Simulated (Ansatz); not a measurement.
Crystal: Si2Mo.

```
Mo Si
1.0
     4.58547    0.00000    0.00000
    -2.29274    3.97113    0.00000
     0.00000    0.00000    6.57976
Mo Si
3 6
Direct
  0.50000 0.50000 0.83333
  0.00000 0.50000 0.16667
  0.50000 0.00000 0.50000
  0.16387 0.32775 0.50000
  0.67225 0.83613 0.16667
  0.83613 0.16387 0.83333
  0.83613 0.67225 0.50000
  0.32775 0.16387 0.16667
  0.16387 0.83613 0.83333
```

Measurements of this composition are mostly on another form, of space group No. 139.

Base run:

```yaml
Program: Ansatz 0.2.0
Functional: LDA
Potentials_or_basis: Ansatz PAW
Cutoff: 420 eV
Density_cutoff: 1680 eV
k_mesh: 7 × 7 × 4
Occupations: fermi-dirac, width 0.05 eV
Spin: no spin polarisation
```

Its results: band gap on the k mesh 0.24 eV, indirect (least direct gap 0.60 eV); pressure -4.9 GPa; largest force 0.054 eV/Å.

**Question.** The run is repeated on the same cell with these changes: functional from LDA to PBEsol. What comes out?

**Answer.** Band gap on the k mesh 0.26 eV, indirect (least direct gap 0.62 eV); pressure -1.5 GPa; largest force 0.041 eV/Å.

PBEsol binds less tightly than LDA, so the same cell stands under more pressure.

Caveats: the k mesh misses the band edges, so the gap on the mesh is wider than the one along the path; the PAW data sets come from PBE, with cores solved anew for the run's functional, which leaves a small shift of forces and pressure.

Not every run made on this cell is shown here.
